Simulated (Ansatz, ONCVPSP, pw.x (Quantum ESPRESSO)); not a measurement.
**pw.x on fcc W: one setting changed**

Potential: optimised norm-conserving Vanderbilt (ONCV), ONCVPSP 4.0.1.1 (patched build), PBE; core [Kr] 4d10 4f14, reference 5s2 5p6 5d4 6s1; waves: 5s+6s: rc 1.50 bohr, ncon 3, nbas 7, qcut 7.8 1/bohr, 3 projectors, debl 2.3 Ha; 5p: rc 1.75 bohr, ncon 4, nbas 8, qcut 8.1 1/bohr, 2 projectors, debl 0.4 Ha; 5d: rc 2.80 bohr, ncon 3, nbas 8, qcut 5.6 1/bohr, 2 projectors, debl 3 Ha; local part: polynomial inside 1.30 bohr (lpopt 5, dvloc0 0 Ha); core correction: Teter function, fcfact 5.25, rcfact 1.55. In the p channel the program set the typed energies aside and used -1.864, 0.250 Ha.

The reference run (k-mesh 14³, cutoffs 65/260 Ry, Fermi–Dirac 0.01 Ry, mixing_beta 0.4, conv_thr 1e-9, no spin) gives -2.62 GPa at 16.478 Å³/atom, where all-electron LAPW gives -0.06 GPa. This run, with its own iteration cap, changes smearing to mv.

```
&control
  calculation='scf', prefix='x', pseudo_dir='./', outdir='./tmp', tstress=.true., disk_io='none'
/
&system
  ibrav=0, nat=1, ntyp=1, ecutwfc=65, ecutrho=260, nbnd=15,
  occupations='smearing', smearing='mv', degauss=0.01
/
&electrons
  conv_thr=1e-09, mixing_beta=0.4, electron_maxstep=50
/
ATOMIC_SPECIES
W 1.0 W.UPF
CELL_PARAMETERS angstrom
  0.00000000 2.01972156 2.01972156
  2.01972156 0.00000000 2.01972156
  2.01972156 2.01972156 0.00000000
ATOMIC_POSITIONS crystal
W 0.0000 0.0000 0.0000
K_POINTS automatic
14 14 14 0 0 0
```

```bash
pw.x < W.scf.in > W.scf.out
```

How does the run end?

It converges in 8 iterations; the free energy moves by +38.2 meV/atom and the pressure by -0.46 GPa. This scheme is built to cancel the term in the square of the width that Fermi–Dirac smearing leaves in the F of a metal.

```
Message from routine setup:
     using ibrav=0 with symmetry is DISCOURAGED, use correct ibrav instead
     lattice parameter (alat)  =       5.3977  a.u.
     unit-cell volume          =     111.1991 (a.u.)^3
     number of electrons       =        14.00
     number of Kohn-Sham states=           15
     kinetic-energy cutoff     =      65.0000  Ry
     charge density cutoff     =     260.0000  Ry
     scf convergence threshold =      1.0E-09
     Exchange-correlation= PBE
     number of k points=   104  Marzari-Vanderbilt smearing, width (Ry)=  0.0100
     iteration #  1     ecut=    65.00 Ry     beta= 0.40
     total energy              =    -158.68549711 Ry
     estimated scf accuracy    <       0.70147236 Ry
     iteration #  2     ecut=    65.00 Ry     beta= 0.40
     total energy              =    -158.67515257 Ry
     estimated scf accuracy    <       0.09517146 Ry
     iteration #  3     ecut=    65.00 Ry     beta= 0.40
     total energy              =    -158.69599262 Ry
     estimated scf accuracy    <       0.00100095 Ry
     iteration #  4     ecut=    65.00 Ry     beta= 0.40
     total energy              =    -158.69603848 Ry
     estimated scf accuracy    <       0.00064968 Ry
     iteration #  5     ecut=    65.00 Ry     beta= 0.40
     total energy              =    -158.69619256 Ry
     estimated scf accuracy    <       0.00001259 Ry
     iteration #  6     ecut=    65.00 Ry     beta= 0.40
     total energy              =    -158.69619412 Ry
     estimated scf accuracy    <       0.00000041 Ry
     iteration #  7     ecut=    65.00 Ry     beta= 0.40
     total energy              =    -158.69619424 Ry
     estimated scf accuracy    <       0.00000001 Ry
     iteration #  8     ecut=    65.00 Ry     beta= 0.40
     the Fermi energy is    21.2182 ev
!    total energy              =    -158.69619424 Ry
     estimated scf accuracy    <          4.0E-10 Ry
     smearing contrib. (-TS)   =       0.00015744 Ry
     The total energy is F=E-TS. E is the sum of the following terms:
     one-electron contribution =     -15.13601138 Ry
     hartree contribution      =      16.17737271 Ry
     xc contribution           =     -42.01453367 Ry
     ewald contribution        =    -117.72317934 Ry
     convergence has been achieved in   8 iterations
          total   stress  (Ry/bohr**3)                   (kbar)     P=      -30.80
     Message from routine punch:
     Nothing written, as per user request (disk_io='none')
```

The run took about 34 s on one core of a shared host (Neoverse-N1, 64 threads, 124 GiB, load 50).
